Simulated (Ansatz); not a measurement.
# HfO2: the cost of one run

Method: DFT, PBE, plane-wave PAW, default files, scalar-relativistic, frozen cores, in Ansatz 0.2.0.

## Step 1: The structure to begin with

It takes space group Fm-3m (No. 225, cubic). Conventional cell: a = 5.115 Å, b = 5.115 Å, c = 5.115 Å, α = 90.00°, β = 90.00°, γ = 90.00°. Hf (site symmetry m-3m) has 8 O at 2.21 Å as nearest neighbours. O (site symmetry -43m) is surrounded by 4 Hf at 2.21 Å.

As a file:

```cif
data_structure
_symmetry_space_group_name_H-M 'P 1'
_symmetry_Int_Tables_number 1
_cell_length_a 3.6169
_cell_length_b 3.6169
_cell_length_c 3.6169
_cell_angle_alpha 60.000
_cell_angle_beta 60.000
_cell_angle_gamma 60.000
_cell_volume 33.46
loop_
_atom_site_label
_atom_site_type_symbol
_atom_site_fract_x
_atom_site_fract_y
_atom_site_fract_z
_atom_site_occupancy
Hf1 Hf 0.00000 0.00000 0.00000 1
O1 O 0.25000 0.25000 0.25000 1
O2 O 0.75000 0.75000 0.75000 1
```

The earlier run gave: gap on the mesh 3.72 eV, largest force 0.000 eV/Å, pressure -2.5 GPa.

Site by site (atoms counted from 1):

```tsv
site	atoms	first shell	V_zz (10²¹ V/m²)	η	C_Q (MHz)
Hf	1	8 O at 2.21 Å	0.00	–	0 (¹⁷⁷Hf)
O	2, 3	4 Hf at 2.21 Å	0.00	–	0 (¹⁷O)
```

C_Q = eQV_zz/h, which is 24.18 MHz for Q = 1 b and V_zz = 10²¹ V/m²; η = (V_xx − V_yy)/V_zz. Quadrupole moments are those of Pyykkö's year-2017 table.

## Step 2: Z stretched by -3 %, ions relaxed

The input, input.yaml:

```yaml
crystal:
  lattice:
    - [0.0, 2.5575, 2.480775]
    - [2.5575, 0.0, 2.480775]
    - [2.5575, 2.5575, 0.0]
  atoms:
    - { symbol: Hf, position: [0.0, 0.0, 0.0] }
    - { symbol: O, position: [0.25, 0.25, 0.25] }
    - { symbol: O, position: [0.75, 0.75, 0.75] }
kpoints:
  mp_grid: { grid: [10, 10, 10] }
scf:
  occupations: { method: fermi_dirac, width: 0.02 }
hamiltonian:
  xc: pbe
  pseudopotentials: { kind: paw, frozen_core: stored }
output:
  forces: true
  stress: true
  populations: true
  efg: { quadrupole_moments_barn: { Hf: 3.365, O: -0.02558 } }
relax:
  f_tol: 0.02
  max_steps: 60
```

Started as:

```console
$ ansatz run input.yaml --threads 1 --pin off --max-ram 3072MiB --backend cpu --events-out ev --progress --plain --runs-dir out
```

What time and memory should one allow on 1 thread of Intel Xeon at 2.50GHz (Skylake/Cascade Lake), shared host?

About 13 s, with a peak of 0.41 GiB.
